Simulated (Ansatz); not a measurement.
Write the native input for Ansatz 0.2.0 that does the following.

```
Task                : atomic charges
Functional          : HSE03
Potentials or basis : SSSP precision PAW
Cutoff              : 612 eV
Density cutoff      : 6123 eV
k mesh              : 10 × 10 × 10
Occupations         : gaussian, width 0.15 eV
Spin                : no spin polarisation
```

Crystal: C.

```
C
1.0
     0.00000    1.78337    1.78337
     1.78337    0.00000    1.78337
     1.78337    1.78337    0.00000
C
2
Direct
  0.75000 0.75000 0.75000
  0.50000 0.50000 0.50000
```

This isn't the form of C at room conditions, which is graphite.

These files were run (other wordings do the same):

input.yaml

```yaml
crystal:
  lattice:
    - [0.0, 1.78337, 1.78337]
    - [1.78337, 0.0, 1.78337]
    - [1.78337, 1.78337, 0.0]
  atoms:
    - { symbol: C, position: [0.75, 0.75, 0.75] }
    - { symbol: C, position: [0.5, 0.5, 0.5] }
hamiltonian:
  xc: { exchange: pbe, correlation: pbe, exx: { coeff: 0.25, omega: 0.3 } }
  pseudopotentials: { kind: paw, accuracy: stringent }
kpoints:
  mp_grid: { grid: [10, 10, 10] }
scf:
  occupations: { method: gaussian, width: 0.15 }
output:
  forces: true
  stress: true
  eigenvalues: true
  bader: true
  populations: true
```

Potentials or basis: SSSP precision PAW.

Command:

```bash
$ ansatz run input.yaml --threads 1 --pin off --max-ram 2560MiB --backend cpu --events-out ev --progress --plain --runs-dir out
```

Results of the run:

- Pressure: -6.9 GPa
- Band gap on the k mesh: 5.09 eV, indirect (least direct gap 6.76 eV)

Caveat: this version of the program is known to err on some quantities of such runs, which are left out of the summary and shouldn't be taken from the log; the thresholds are loose for stress.

Run time: 38 s on 1 thread of Arm Neoverse V2, with other jobs on the host, peak memory 1.3 GiB.
